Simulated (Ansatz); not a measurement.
**What pressure 1.8 GPa does to ZnTe**

Consider ZnTe in the zinc blende structure (space group F-43m, No. 216; a = 6.179 Å).

Now apply this change: cell and atoms relaxed at a pressure of 1.8 GPa.

Level of theory: PBE/PAW in Ansatz (a first-principles code), no spin-orbit coupling. Γ-centred 9×9×9 mesh, Fermi–Dirac width 0.05 eV.

- Volume per atom: 28.39 Å³ (base 29.49 Å³)
- Density: 5.64 g/cm³ (base 5.43 g/cm³)
- Lattice parameter a: 610.1 pm (base 617.9 pm)
- Enthalpy H = E + PV relative to the base's energy: +0.32 eV/atom
- Band gap: 1.25 eV (base 1.08 eV)
- Gap character: direct at Γ (base direct at Γ)
- Mean gap deformation potential ΔEg/Δln V: -4.6 eV
- Width of the top valence band: 2.60 eV (base 2.43 eV)
- Electron mass: 0.086 mₑ (at Γ) (base 0.077 mₑ (at Γ))
- Hole mass (degenerate bands, along [100]): 0.086, 0.43, 0.43 mₑ (at Γ) (base 0.078, 0.48, 0.48 mₑ (at Γ))
- Valley order (the lowest conduction-band minima on the path, energy above the VBM, named in the base's zone): Γ 1.25 eV; L along ⟨111⟩ 1.79 eV; a point along ⟨100⟩, about 0.9 Å⁻¹ from Γ 2.23 eV (base Γ 1.08 eV; L along ⟨111⟩ 1.74 eV; a point along ⟨100⟩, about 0.9 Å⁻¹ from Γ 2.28 eV)

Cost of the whole job for the changed cell (relaxation, final SCF and bands): around 40 core-seconds (rough).

With Te present, leaving out spin-orbit coupling can change the band edges. Load acts through the strain it causes; cell and atoms are relaxed under it. Effective masses come from finite differences of ±0.01 Å⁻¹. Stability against distortions was not tested.
